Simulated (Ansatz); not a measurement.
LaAlO3 (R-3c-perovskite type, space group R-3c)

```yaml
crystal:
  lattice:
    - [2.70622, 1.56244, 4.39751]
    - [-2.70622, 1.56244, 4.39751]
    - [0.00000, -3.12488, 4.39751]
  atoms:
    - { symbol: La, position: [0.25000, 0.25000, 0.25000] }
    - { symbol: La, position: [0.75000, 0.75000, 0.75000] }
    - { symbol: Al, position: [0.00000, 0.00000, 0.00000] }
    - { symbol: Al, position: [0.50000, 0.50000, 0.50000] }
    - { symbol: O, position: [0.78870, 0.71130, 0.25000] }
    - { symbol: O, position: [0.25000, 0.78870, 0.71130] }
    - { symbol: O, position: [0.71130, 0.25000, 0.78870] }
    - { symbol: O, position: [0.21130, 0.28870, 0.75000] }
    - { symbol: O, position: [0.75000, 0.21130, 0.28870] }
    - { symbol: O, position: [0.28870, 0.75000, 0.21130] }
```

The volume is varied about the relaxed value V₀ at fixed cell shape. The atoms relax within the cell's symmetry.

These are PBE (plane waves to 420 eV, PAW, scalar-relativistic; Ansatz, an electronic-structure program) values and carry that method's errors. k mesh 8×8×8 (Γ-centred), Fermi-Dirac smearing 0.05 eV. The energy includes the smearing's −TS. Compression counts positive. With the shape held, the modulus is that of even scaling; a crystal free to change shape is softer. LaAlO3 is run without spin polarisation. LaAlO3 was relaxed with its symmetry unable to fall. The PAW data are Ansatz's earlier set. ΔE is measured from the relaxed starting cell.

```
V (Å³/atom)  ΔE (meV/atom)
-----------  -------------
9.371                218.0
9.818                113.0
10.264                46.4
10.710                10.8
11.156                 0.0
11.603            withheld
12.049                34.9
12.495                73.6
12.941               122.8
```

**Question.** Fit a third-order Birch-Murnaghan form (E₀, V₀, B₀, B₀′ free) to the given rows and predict ΔE at V = 11.603.

**Answer.** Least squares on the 8 given rows: ΔE = E₀ + (9V₀B₀/16)·y²·[2 + (B₀′ − 4)y], y = (V₀/V)^(2/3) − 1, with V₀ = 11.157 Å³/atom, B₀ = 179.5 GPa (160.2 GPa = 1 eV/Å³; the term in eV is multiplied by 1000), B₀′ = 4.31, E₀ = 0.03 meV/atom; root-mean-square residual 0.06 meV/atom. At 11.603 the fit gives 9.3 meV/atom; the calculation gives 9.3 meV/atom, the same to the digits shown. For the pressure the fit gives -6.5 GPa against the computed -6.5 GPa.

(Under strain, the slope of the energy per volume gives the stress and its curvature an elastic modulus.)
